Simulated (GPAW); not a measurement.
Crystal: Al3Cu.

```
Cu Al
1.0
     3.92415    0.00000    0.00000
     0.00000    3.92415    0.00000
     0.00000    0.00000    3.92415
Cu Al
1 3
Cartesian
  0.0000 0.0000 0.0000
  1.9621 1.9621 0.0000
  1.9621 0.0000 1.9621
  0.0000 1.9621 1.9621
```

The cell comes from a database or a generator and needn't be the stable form of this composition.

- Program: GPAW 26.7.0
- Task: relaxation of cell and atoms
- Functional: PBEsol
- Dispersion: D3
- Potentials or basis: PAW data sets generated in the run's folder for this functional
- Cutoff: 600 eV
- Basis: pw
- k mesh: 7 × 7 × 7
- Occupations: fermi-dirac, width 0.05 eV
- Spin: no spin polarisation

At the start: pressure -4.5 GPa; volume 15.11 Å³/atom.

Problem. How do energy, volume and symmetry change on relaxing?

Solution. Over 4 steps the energy falls by 10.1 meV/atom and the volume is 14.42 Å³/atom (-4.6 %); space group Pm-3m (No. 221, to 0.05 Å).

The path:
```
step  energy change (eV)  largest force (eV/Å)  pressure (GPa)  volume (Å³)
   1              0.0000                0.0000           -4.48        60.43
   2             -0.0073                0.0000           -4.09        60.15
   3             -0.0403                0.0000            0.27        57.51
   4             -0.0405                0.0000           -0.01        57.66
```

Final structure:
```
Cu Al
1.0
     3.86340    0.00000    0.00000
     0.00000    3.86340    0.00000
     0.00000    0.00000    3.86340
Cu Al
1 3
Direct
  0.00000 0.00000 0.00000
  0.50000 0.50000 0.00000
  0.50000 0.00000 0.50000
  0.00000 0.50000 0.50000
```

Caveat: with this Cu data set, volumes or pressures lay over 1.5 % or 2 GPa off other programs in two to four cells of ten; later steps reuse the first step's grids; pairwise dispersion overbinds metals, which lowers pressure and volume.
